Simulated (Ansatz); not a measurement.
Zr:

```
CELL_PARAMETERS angstrom
3.23200 0.00000 0.00000
-1.61600 2.79899 0.00000
0.00000 0.00000 5.14700
ATOMIC_POSITIONS crystal
Zr 0.66667 0.33333 0.75000
Zr 0.33333 0.66667 0.25000
```

```yaml
Program: Ansatz 0.2.0
Task: relaxation of cell and atoms
Functional: PBEsol
Potentials_or_basis: Ansatz PAW
Cutoff: "420 eV (not typed: the program's choice for these potentials)"
k_mesh: 9 × 9 × 5
Occupations: fermi-dirac, width 0.05 eV
Spin: no spin polarisation
```

At the start: volume 23.28 Å³/atom.

Task: How do energy, volume and symmetry change on relaxing?

Result: It ends after 5 steps and the volume is 22.47 Å³/atom (-3.5 %); space group P6_3/mmc (No. 194, to 0.05 Å).

The path:
```
step  energy change (eV)  largest force (eV/Å)  volume (Å³)
   1              0.0000                0.0000        46.56
   2             -0.0180                0.0000        45.03
   3             -0.0181                0.0000        44.93
   4             -0.0181                0.0000        44.93
   5             -0.0180                0.0000        44.93
```

Final structure:
```
Zr
1.0
     3.18184    0.00000    0.00000
    -1.59092    2.75555    0.00000
     0.00000    0.00000    5.12480
Zr
2
Direct
  0.66667 0.33333 0.75000
  0.33333 0.66667 0.25000
```

Caveat: the plane-wave basis is chosen anew once the cell has moved, so the energies of steps on either side of that aren't comparable; the PAW data sets come from PBE, with cores solved anew for the run's functional, which leaves a small shift of forces and pressure.
